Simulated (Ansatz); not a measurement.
The system is Ge.

```xyz
2
Lattice="0.0000 2.8289 2.8289 2.8289 0.0000 2.8289 2.8289 2.8289 0.0000" Properties=species:S:1:pos:R:3 pbc="T T T"
Ge    4.2434    4.2434    4.2434
Ge    2.8289    2.8289    2.8289
```

* Program: Ansatz 0.2.0
* Task: relaxation of cell and atoms
* Functional: RPBE
* Dispersion: D3(BJ)
* Potentials or basis: all-electron LAPW, scalar-relativistic
* Basis error allowed: 0.001 eV/atom
* k mesh: 8 × 8 × 8
* Occupations: fermi-dirac, width 0.05 eV
* Spin: no spin polarisation

At the start: volume 22.64 Å³/atom.

Task: How do energy, volume and symmetry change on relaxing?

Result: Over 5 steps the energy falls by 21.1 meV/atom and the volume is 21.18 Å³/atom (-6.4 %); space group Fd-3m (No. 227, to 0.05 Å).

The path:
| step | energy change (eV) | largest force (eV/Å) | volume (Å³) |
| --- | --- | --- | --- |
| 1 | 0.0000 | 0.0000 | 45.28 |
| 2 | -0.0399 | 0.0000 | 43.01 |
| 3 | -0.0422 | 0.0000 | 42.26 |
| 4 | -0.0423 | 0.0000 | 42.36 |
| 5 | -0.0423 | 0.0000 | 42.36 |

Final structure:
```
CELL_PARAMETERS angstrom
0.00000 2.76681 2.76681
2.76681 0.00000 2.76681
2.76681 2.76681 0.00000
ATOMIC_POSITIONS crystal
Ge 0.75000 0.75000 0.75000
Ge 0.50000 0.50000 0.50000
```

The cell as given is a measured one (22.64 Å³/atom); RPBE+D3(BJ) puts the equilibrium volume -6.4 % from it, thermal expansion not counted.
